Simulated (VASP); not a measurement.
MgF2 (rutile): computed properties

These are PBEsol GGA, VASP's PBE PAW potentials (set 64) (plane waves; VASP 6.6.1) values and carry that method's errors.

For MgF2, the space group is P4_2/mnm (136). The cell comes out as a = b = 4.625 Å, c = 3.054 Å, α = β = γ = 90.00° and the volume per atom comes out as 10.89 Å³/atom. The band gap (over mesh and band path) is 6.92 eV. The smallest direct gap (over mesh and band path) comes out as 6.92 eV. The band-edge character is direct, Γ to Γ and the density is 3.17 g/cm³. The optical Γ-point spectrum comes out as 82, 201, 236 (×2), 289, 292 (×2), 401, 404, 410 (×2), 425, 453 (×2), 507 cm⁻¹.

```xyz
6
Lattice="4.6251 0.0000 0.0000 0.0000 4.6251 0.0000 0.0000 0.0000 3.0542" Properties=species:S:1:pos:R:3 pbc="T T T"
Mg     4.6251     0.0000     3.0542
Mg     2.3126     2.3126     1.5271
F      1.4018     1.4018     3.0542
F      3.7144     0.9107     1.5271
F      0.9107     3.7144     1.5271
F      3.2233     3.2233     0.0000
```

Measured: gap 12.40 eV (computed value off by -5.48 eV), as given by Andrés Aguado et al., Journal of the Physical Society of Japan (1999), arXiv:cond-mat/9901145; a 4.621 Å (computed value off by +0.1 %), c 3.052 Å (computed value off by +0.1 %), as given by Wikipedia, Sellaite (infobox). The calculation is for a static lattice, while the measured a, c hold thermal and zero-point effects, which are part of the difference.

The compound is MgF2 in the rutile structure. It was relaxed first. Symmetry was kept, so distortions that lower it aren't found.
